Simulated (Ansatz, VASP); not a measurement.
Si in VASP and in Ansatz

File INCAR:

```
PREC = Accurate
ENCUT = 600
EDIFF = 1E-6
ISMEAR = 0
SIGMA = 0.02
LREAL = False
LASPH = True
NELM = 60
ALGO = Normal
ISIF = 3
LWAVE = False
LCHARG = False
GGA = PS
IBRION = 2
NSW = 100
EDIFFG = -0.005
```

KPOINTS

```
regular mesh
0
Gamma
  12 12 12
```

File POSCAR:

```
Si
1.0
    0.0000000000      2.7169171376      2.7169171376
    2.7169171376      0.0000000000      2.7169171376
    2.7169171376      2.7169171376      0.0000000000
Si
2
Direct
    0.7500000000      0.7500000000      0.7500000000
    0.5000000000      0.5000000000      0.5000000000
```

Input for Ansatz:

```yaml
crystal:
  lattice:
    - [0.0, 2.7169171376, 2.7169171376]
    - [2.7169171376, 0.0, 2.7169171376]
    - [2.7169171376, 2.7169171376, 0.0]
  atoms:
    - { symbol: Si, position: [0.75, 0.75, 0.75] }
    - { symbol: Si, position: [0.5, 0.5, 0.5] }
basis:
  ecutwfc: 420
kpoints:
  mp_grid: { grid: [12, 12, 12] }
hamiltonian:
  xc: pbesol
scf:
  occupations: { method: gaussian, width: 0.02 }
output:
  forces: true
  stress: true
  eigenvalues: true
  write_density: true
  write_potential: true
  elf: true
  volumetric_format: npy
relax:
  adjacent_minimum: "off"
  f_tol: 0.005
  max_steps: 80
  cell: { stress_tol: 0.05 }
```

Alike in both runs: task relaxation of cell and atoms; functional PBEsol; k mesh 12 × 12 × 12; occupations gaussian, width 0.02 eV; no spin polarisation.

|  | VASP | Ansatz |
| --- | --- | --- |
| version | VASP 6.6.1 | Ansatz 0.2.0 |
| potentials or method | VASP PAW PBE potentials, release 64 (Si) | scalar-relativistic, plane waves, PAW |
| plane-wave cutoff (eV) | 600 | 420 |
| valence electrons in the cell | 8 | 8 |

|  | VASP | Ansatz | Ansatz less VASP |
| --- | --- | --- | --- |
| gap on the k mesh at the Fermi level, each at its own relaxed structure (eV) | 0.46 | 0.46 | +0.003 |
| relaxed volume (Å³/atom) | 20.08 | 20.06 | -0.022 |
| relaxed cell length with the largest relative difference (Å) | 3.844 | 3.842 | -0.0014 |

Caveats: the PAW data sets were made with another functional, which shifts forces and pressure a little (VASP).
